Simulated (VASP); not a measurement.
A run of VASP 6.6.1 is set up as follows.

File INCAR:

```
ALGO = Fast
DIPOL = 0.5 0.5 0.500
EDIFF = 1E-7
ENCUT = 520
GGA = PE
IDIPOL = 3
ISIF = 2
ISMEAR = 0
IVDW = 12
LASPH = True
LCHARG = True
LDIPOL = True
LELF = True
LREAL = False
LVACPOTAV = True
LVHAR = True
LWAVE = False
NBANDS = 21
NELM = 80
PREC = Accurate
SIGMA = 0.1
```

File KPOINTS:

```
k-points
0
Gamma
  18 18 1
```

File POSCAR:

```
C
1.0
    2.4651656475      0.0000000000      0.0000000000
   -1.2325828237      2.1348960752      0.0000000000
    0.0000000000      0.0000000000     39.4810792268
C
6
Direct
    0.0000000000      0.0000000000      0.4141009930
    0.6666666667      0.3333333333      0.4140901831
    0.0000000000      0.0000000000      0.5000000000
    0.3333333333      0.6666666667      0.5000000000
    0.0000000000      0.0000000000      0.5858990070
    0.6666666667      0.3333333333      0.5859098169
```

Potentials or basis: VASP PAW PBE potentials, release 64 (C).

Run with:

```bash
$ cat potpaw_PBE.64/C/POTCAR > POTCAR
$ mpirun -np 1 vasp_std > vasp.out
```

(1) Estimate the ionisation potential of the upper face.

(2) Estimate the dispersion energy per atom.

Answers

(1) 4.28 eV.

(2) -0.130 eV.
